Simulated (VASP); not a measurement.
## MoSe2 (strained 2H (MoS2) bulk): a PBE single-point calculation in VASP

INCAR

```
LWAVE = .FALSE.
SIGMA = 0.02
LASPH = .TRUE.
ENCUT = 520
ISMEAR = -1
ISIF = 2
GGA = PE
NBANDS = 35
NELM = 120
IBRION = -1
EDIFF = 1E-7
LREAL = .FALSE.
LCHARG = .FALSE.
NSW = 0
PREC = Accurate
```

KPOINTS

```
KPOINTS created by Atomic Simulation Environment
0
Gamma
12 12 2
0 0 0
```

KPOINTS_OPT

```
special points
6
Reciprocal
0.0000000000 0.0000000000 0.0000000000 1
0.5000000000 0.0000000000 0.0000000000 1
0.3333333333 0.3333333333 0.0000000000 1
0.0000000000 0.0000000000 0.5000000000 1
0.5000000000 0.0000000000 0.5000000000 1
0.3333333333 0.3333333333 0.5000000000 1
```

POSCAR

```
Mo Se
 1.0000000000000000
     3.4045586702186097    0.0000000000000000    0.0000000000000000
    -1.7022793351093048    2.9484342970838835    0.0000000000000000
     0.0000000000000000    0.0000000000000000   13.4804659574999999
 Mo  Se
   2   4
Cartesian
 -0.0000000000000000  1.9656228647225888  3.3701164893750000
  1.7022793351093046  0.9828114323612944 10.1103494681249977
  1.7022793351093046  0.9828114323612944  4.9991875978168290
  1.7022793351093046  0.9828114323612944  1.7410453809331712
 -0.0000000000000000  1.9656228647225888 11.7394205765668289
 -0.0000000000000000  1.9656228647225888  8.4812783596831700
```

VASP ran with the recommended PBE PAW datasets (52 valence electrons in the cell).

Command

```
mpirun -np 1 vasp_std
```

OSZICAR

```
N       E                     dE             d eps       ncg     rms          rms(c)
DAV:   1     0.425605946748E+03    0.42561E+03   -0.28371E+04  2988   0.137E+03
DAV:   2    -0.173888831444E+02   -0.44299E+03   -0.42737E+03  3224   0.341E+02
DAV:   3    -0.415610687187E+02   -0.24172E+02   -0.23657E+02  3277   0.695E+01
DAV:   4    -0.420564813068E+02   -0.49541E+00   -0.49343E+00  3186   0.963E+00
DAV:   5    -0.420622634913E+02   -0.57822E-02   -0.57802E-02  3100   0.108E+00    0.229E+01
DAV:   6    -0.407743976663E+02    0.12879E+01   -0.10618E+01  2805   0.199E+01    0.744E+00
DAV:   7    -0.401975438317E+02    0.57685E+00   -0.58051E+00  2764   0.139E+01    0.596E+00
DAV:   8    -0.398679937189E+02    0.32955E+00   -0.68293E-01  2840   0.524E+00    0.174E+00
DAV:   9    -0.398685734452E+02   -0.57973E-03   -0.11889E-01  2969   0.165E+00    0.849E-01
DAV:  10    -0.398648920256E+02    0.36814E-02   -0.16537E-02  2860   0.853E-01    0.156E-01
DAV:  11    -0.398651867482E+02   -0.29472E-03   -0.97638E-04  2989   0.166E-01    0.571E-02
DAV:  12    -0.398652182444E+02   -0.31496E-04   -0.19173E-04  3100   0.792E-02    0.136E-02
DAV:  13    -0.398652454036E+02   -0.27159E-04   -0.62911E-05  2835   0.386E-02    0.160E-02
DAV:  14    -0.398652476473E+02   -0.22436E-05   -0.68610E-06  3137   0.140E-02    0.322E-03
DAV:  15    -0.398652480945E+02   -0.44725E-06   -0.96301E-07  2687   0.450E-03    0.179E-03
DAV:  16    -0.398652482095E+02   -0.11500E-06   -0.12938E-07  2413   0.148E-03    0.705E-04
DAV:  17    -0.398652482157E+02   -0.61500E-08   -0.12165E-08  1579   0.505E-04
   1 F= -.39865248E+02 E0= -.39865248E+02  d E =-.412516E-09
       N       E                     dE             ncg
DAV:   1     0.887651182275E+03   -0.85697E+04      492
DAV:   2    -0.166567641442E+04   -0.25533E+04      508
DAV:   3    -0.180856709048E+04   -0.14289E+03      512
DAV:   4    -0.181169932509E+04   -0.31322E+01      479
DAV:   5    -0.181175049633E+04   -0.51171E-01      492
DAV:   6    -0.181175214900E+04   -0.16527E-02      497
DAV:   7    -0.181175217742E+04   -0.28419E-04      520
DAV:   8    -0.181175217884E+04   -0.14215E-05      478
DAV:   9    -0.181175217887E+04   -0.28988E-07      392
```

From OUTCAR

```
k-points           NKPTS =     38   k-points in BZ     NKDIM =     38   number of bands    NBANDS=     35

   NELECT =      52.0000    total number of electrons

   dimension x,y,z NGX =    28 NGY =   28 NGZ =  100
   dimension x,y,z NGXF=    56 NGYF=   56 NGZF=  200

  energy-cutoff  :      520.00
  volume of cell :      135.32
      direct lattice vectors                 reciprocal lattice vectors
     3.404558670  0.000000000  0.000000000     0.293723826  0.169581530  0.000000000
    -1.702279335  2.948434297  0.000000000     0.000000000  0.339163061  0.000000000
     0.000000000  0.000000000 13.480465957     0.000000000  0.000000000  0.074181412

 k-points in reciprocal lattice and weights: KPOINTS created by Atomic Simulation Env
   0.00000000  0.00000000  0.00000000       0.003
   0.08333333 -0.00000000  0.00000000       0.021
   0.16666667 -0.00000000  0.00000000       0.021
   0.25000000 -0.00000000  0.00000000       0.021
   0.33333333 -0.00000000  0.00000000       0.021
   0.41666667 -0.00000000  0.00000000       0.021
   0.50000000 -0.00000000  0.00000000       0.010
   0.08333333  0.08333333  0.00000000       0.021
   ...

 E-fermi :   5.6311

 k-point     1 :       0.0000    0.0000    0.0000
  band No.  band energies     occupation
      1     -56.0464      2.00000
      2     -56.0464      2.00000
      3     -30.1422      2.00000
      4     -30.1422      2.00000
      5     -30.0644      2.00000
      6     -30.0644      2.00000
      7     -30.0644      2.00000
      8     -30.0644      2.00000
      9      -9.2104      2.00000
     10      -9.0728      2.00000
     11      -8.1820      2.00000
     12      -7.9648      2.00000
     13      -0.7236      2.00000
     14       0.0012      2.00000
     15       2.5131      2.00000
     16       2.5131      2.00000
     17       2.5219      2.00000
     18       2.5219      2.00000
     19       2.5423      2.00000
     20       3.4831      2.00000
     21       3.4831      2.00000
     22       3.5080      2.00000
     23       3.5080      2.00000
     24       4.3719      2.00000
     25       4.5700      2.00000
     26       5.3036      2.00000
     27       7.4677      0.00000
     28       7.4677      0.00000
     29       7.4993      0.00000
     30       7.4993      0.00000
     31       7.7283      0.00000
     32       7.7283      0.00000
     33       7.8325      0.00000
     34       7.8325      0.00000
     35       9.8662      0.00000

 k-point     2 :       0.0833   -0.0000    0.0000
  band No.  band energies     occupation
      1     -56.0454      2.00000
      2     -56.0454      2.00000
      3     -30.1396      2.00000
      4     -30.1396      2.00000
      5     -30.0770      2.00000
      6     -30.0770      2.00000
      7     -30.0673      2.00000
      8     -30.0673      2.00000
      9      -9.1272      2.00000
     10      -8.9910      2.00000
     11      -8.1372      2.00000
     12      -7.9259      2.00000
     13      -0.6195      2.00000
     14       0.1026      2.00000
     15       2.2877      2.00000
     16       2.3030      2.00000
     17       2.3455      2.00000
     18       2.5961      2.00000
     19       2.6084      2.00000
     20       3.1493      2.00000
     21       3.3410      2.00000
     22       3.3692      2.00000
     23       3.6089      2.00000
     24       4.5144      2.00000
     25       4.5590      2.00000
     26       5.1508      2.00000
     27       7.2498      0.00000
     28       7.2945      0.00000
     29       7.4140      0.00000
     30       7.5582      0.00000
     31       7.5876      0.00000
     32       7.5994      0.00000
     33       7.6546      0.00000
     34       7.7067      0.00000
     35      10.3932      0.00000

 k-point     3 :       0.1667   -0.0000    0.0000
  band No.  band energies     occupation
      1     -56.0426      2.00000
      2     -56.0426      2.00000
      3     -30.1324      2.00000
      4     -30.1324      2.00000
      5     -30.1115      2.00000
      6     -30.1115      2.00000
      7     -30.0752      2.00000
      8     -30.0752      2.00000
      9      -8.8901      2.00000
     10      -8.7587      2.00000
     11      -8.0097      2.00000
     12      -7.8160      2.00000
     13      -0.3385      2.00000
     14       0.3660      2.00000
     15       1.7334      2.00000
     16       1.7743      2.00000
     17       1.9348      2.00000
     18       2.5221      2.00000
     19       2.8300      2.00000
     20       2.8518      2.00000
     21       3.0018      2.00000
     22       3.0367      2.00000
     23       3.6374      2.00000
     24       4.4306      2.00000
     25       4.4611      2.00000
     26       4.7181      2.00000
     27       6.7936      0.00000
     28       6.9557      0.00000
     29       7.2573      0.00000
     30       7.2693      0.00000
     31       7.3041      0.00000
     32       7.3932      0.00000
     33       7.9074      0.00000
     34       8.0111      0.00000
     35      11.2827      0.00000

 k-point     4 :       0.2500   -0.0000    0.0000
  band No.  band energies     occupation
      1     -56.0388      2.00000
      2     -56.0388      2.00000
      3     -30.1582      2.00000
      4     -30.1582      2.00000
      5     -30.1227      2.00000
      6     -30.1227      2.00000
      7     -30.0861      2.00000
      8     -30.0861      2.00000
      9      -8.5376      2.00000
     10      -8.4169      2.00000
     11      -7.8209      2.00000
     12      -7.6560      2.00000
     13      -0.0191      2.00000
     14       0.5567      2.00000
     15       1.1123      2.00000
     16       1.2802      2.00000
     17       1.4350      2.00000
     18       1.8138      2.00000
     19       2.6156      2.00000
     20       2.6567      2.00000
     21       3.1643      2.00000
     22       3.2039      2.00000
     23       3.4342      2.00000
     24       4.0374      2.00000
     25       4.1690      2.00000
     26       4.2377      2.00000
     27       6.5083      0.00000
     28       6.8991      0.00000
     29       7.0286      0.00000
     30       7.0632      0.00000
     31       7.1670      0.00000
     32       7.6849      0.00000
     33       8.2270      0.00000
     34       8.3904      0.00000
     35      11.7475      0.00000

 k-point     5 :       0.3333   -0.0000    0.0000
  band No.  band energies     occupation
      1     -56.0350      2.00000
      2     -56.0350      2.00000
      3     -30.2045      2.00000
      4     -30.2045      2.00000
      5     -30.1129      2.00000
      6     -30.1129      2.00000
      7     -30.0969      2.00000
      8     -30.0969      2.00000
      9      -8.1406      2.00000
     10      -8.0396      2.00000
     11      -7.6100      2.00000
     12      -7.4841      2.00000
     13      -0.0767      2.00000
     14       0.1739      2.00000
     15       0.8511      2.00000
     16       0.9120      2.00000
     17       1.1351      2.00000
     18       1.2920      2.00000
     19       2.2869      2.00000
     20       2.3326      2.00000
     21       3.2186      2.00000
     22       3.5126      2.00000
     23       3.5808      2.00000
     24       3.6594      2.00000
     25       3.9068      2.00000
     26       4.0482      2.00000
     27       6.5685      0.00000
     28       6.6294      0.00000
     29       6.7267      0.00000
     30       7.0958      0.00000
     31       7.4360      0.00000
     32       8.2287      0.00000
     33       8.4596      0.00000
     34       8.6815      0.00000
     35      11.3454      0.00000

 k-point     6 :       0.4167   -0.0000    0.0000
  band No.  band energies     occupation
      1     -56.0322      2.00000
      2     -56.0322      2.00000
      3     -30.2382      2.00000
      4     -30.2382      2.00000
      5     -30.1058      2.00000
      6     -30.1057      2.00000
      7     -30.1048      2.00000
      8     -30.1048      2.00000
      9      -7.8081      2.00000
     10      -7.7360      2.00000
     11      -7.4343      2.00000
     12      -7.3527      2.00000
     13      -0.4599      2.00000
     14      -0.2810      2.00000
     15       0.5045      2.00000
     16       0.6374      2.00000
     17       0.8888      2.00000
     18       1.3357      2.00000
     19       2.0721      2.00000
     20       2.1205      2.00000
     21       3.1332      2.00000
     22       3.4013      2.00000
     23       3.7702      2.00000
     24       3.8724      2.00000
     25       4.0079      2.00000
     26       4.1613      2.00000
     27       6.4920      0.00000
     28       6.5450      0.00000
     29       6.7425      0.00000
     30       7.0231      0.00000
     31       7.7803      0.00000
     32       8.5872      0.00000
     33       8.6411      0.00000
     34       8.8511      0.00000
     35      10.3531      0.00000

 ...

  Total       -3.1640150     -3.1640150      1.8320217     -0.0000000      0.0000000      0.0000000
  in kB      -37.4620846    -37.4620846     21.6912217     -0.0000000      0.0000000      0.0000000
  external PRESSURE =     -17.7443159 kB  Pullay stress =       0.0000000 kB

 POSITION                                       TOTAL-FORCE (eV/Angst)
 -----------------------------------------------------------------------------------
      0.00000      1.96562      3.37012         0.000000     -0.000000     -0.000000
      1.70228      0.98281     10.11035         0.000000      0.000000      0.000000
      1.70228      0.98281      4.99919        -0.000000      0.000000      0.193253
      1.70228      0.98281      1.74105        -0.000000     -0.000000     -0.193253
      0.00000      1.96562     11.73942         0.000000      0.000000      0.193253
      0.00000      1.96562      8.48128         0.000000      0.000000     -0.193253
 -----------------------------------------------------------------------------------
    total drift:                                0.000000      0.000000     -0.000000

  FREE ENERGIE OF THE ION-ELECTRON SYSTEM (eV)
  ---------------------------------------------------
  free  energy   TOTEN  =       -39.8652482157 eV

  energy  without entropy=      -39.8652482153  energy(sigma->0) =      -39.86524822
```

- gap between bands v and c: 0.69 eV
- least direct gap: 1.16 eV
- pressure: -1.8 GPa
- largest force: 0.19 eV/Å

Band v is the last that the valence electrons fill when counted band by band, and c is the next.

The run took about 3.3 min on one core of a shared host (Intel Xeon Platinum 8488C) and held 0.4 GiB at most.
